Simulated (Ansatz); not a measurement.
**SrO: distorted cells**

Method: DFT PBE, scalar-relativistic, plane waves, PAW (Ansatz).

Plane waves to 420 eV, a k mesh through Γ of 8×8×8 on the computed 2-atom cell and Gaussian smearing (0.02 eV); no spin polarisation.

Reference cell:

```yaml
crystal:
  lattice:
    - [0.00000, 2.56980, 2.56980]
    - [2.56980, 0.00000, 2.56980]
    - [2.56980, 2.56980, 0.00000]
  atoms:
    - { symbol: Sr, position: [0.00000, 0.00000, 0.00000] }
    - { symbol: O, position: [0.50000, 0.50000, 0.50000] }
```

Each variant moves atoms of this cell by the vectors given, if any (Å), and then applies a symmetric strain (tensor components, Cartesian axes). The reference cell isn't relaxed at this level. Energies are per atom at zero smearing, counted from the lowest variant. Pressure is positive in compression.

1. strain (xx yy zz yz xz xy, %) 0.83 0.83 0.83 0.00 0.00 0.00
2. strain (xx yy zz yz xz xy, %) 5.56 0.69 3.73 1.00 3.00 2.39; moves: Sr1 (-0.015, -0.008, -0.025); O2 (0.015, 0.008, 0.025)
3. strain (xx yy zz yz xz xy, %) -3.58 -3.58 -3.58 0.00 0.00 0.00
4. strain (xx yy zz yz xz xy, %) 2.22 2.02 3.22 -0.41 0.03 1.00; moves: Sr1 (-0.009, -0.010, -0.058); O2 (0.009, 0.010, 0.058)
5. strain (xx yy zz yz xz xy, %) -0.58 -0.58 -0.58 1.00 1.00 -1.00
6. strain (xx yy zz yz xz xy, %) 3.33 3.33 3.33 0.00 0.00 0.00
7. strain (xx yy zz yz xz xy, %) -1.16 7.84 7.84 3.90 -0.94 -0.94; moves: Sr1 (0.000, 0.106, -0.106); O2 (0.000, -0.106, 0.106)
8. strain (xx yy zz yz xz xy, %) 2.66 2.66 2.66 4.00 4.00 4.00

```json
{"result": "A", "ΔE (meV/atom)": "87.5", "P (GPa)": "-5.26", "largest force (eV/Å)": "0.10", "gap on mesh (eV)": "2.98"}
{"result": "B", "ΔE (meV/atom)": "41.8", "P (GPa)": "-4.46", "largest force (eV/Å)": "0.06", "gap on mesh (eV)": "3.17"}
{"result": "C", "ΔE (meV/atom)": "0.0", "P (GPa)": "0.63", "largest force (eV/Å)": "0.00", "gap on mesh (eV)": "3.32"}
{"result": "D", "ΔE (meV/atom)": "69.4", "P (GPa)": "-3.61", "largest force (eV/Å)": "0.00", "gap on mesh (eV)": "3.11"}
{"result": "E", "ΔE (meV/atom)": "13.7", "P (GPa)": "-2.90", "largest force (eV/Å)": "0.16", "gap on mesh (eV)": "3.37"}
{"result": "F", "ΔE (meV/atom)": "103.8", "P (GPa)": "16.43", "largest force (eV/Å)": "0.00", "gap on mesh (eV)": "3.21"}
{"result": "G", "ΔE (meV/atom)": "18.9", "P (GPa)": "-4.82", "largest force (eV/Å)": "0.00", "gap on mesh (eV)": "3.34"}
{"result": "H", "ΔE (meV/atom)": "15.0", "P (GPa)": "4.67", "largest force (eV/Å)": "0.00", "gap on mesh (eV)": "3.26"}
```

Q: Which variant gave which result?

A: A is 7, B is 2, C is 1, D is 8, E is 4, F is 3, G is 6, H is 5. The pressure falls as the cell grows: from the smallest volume to the largest the variants are 3, 5, 1, 4, 8, 2, 6, 7.